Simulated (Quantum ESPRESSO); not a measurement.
**ZrC under changes of volume**

One of the cells (13.228 Å³/atom); the others are scaled copies at fixed shape and fractional positions:

```
Zr C
1.0
     0.00000    2.36500    2.36500
     2.36500    0.00000    2.36500
     2.36500    2.36500    0.00000
Zr C
1 1
Direct
  0.50000 0.50000 0.50000
  0.00000 0.00000 0.00000
```

```yaml
Program: Quantum ESPRESSO 7.5
Functional: PBE
Dispersion: D3(BJ)
Potentials_or_basis: PseudoDojo 0.4.1 SR PBE standard
Cutoff: 1116 eV
Density_cutoff: 4463 eV
k_mesh: 10 × 10 × 10
Occupations: fermi-dirac, width 0.05 eV
Spin: no spin polarisation
```

```tsv
volume (Å³/atom)	energy over the lowest point (meV/atom)	pressure (GPa)
12.434	7.70	7.3
12.699	0.00	2.0
12.963	?	?
13.228	8.52	-7.0
13.493	23.18	-10.8
13.757	43.87	-14.3
14.022	69.97	-17.4
```

**Question.** What does the run at 12.963 Å³/atom give?

**Answer.** Energy over the lowest point 0.55 meV/atom; pressure -2.7 GPa.

Worked out: A Birch-Murnaghan fit of order 3 (a polynomial in V^(-2/3)) to the other rows has its minimum at 12.81 Å³/atom with B0 = V·E''(V) = 231 GPa and B' = 4.1. It gives 0.54 meV/atom at 12.963 Å³/atom, against the run's 0.55, and -dE/dV = -2.7 GPa, against -2.7.

Energies are extrapolated to zero smearing.

Caveats: pairwise dispersion overbinds metals, which lowers pressure and volume.
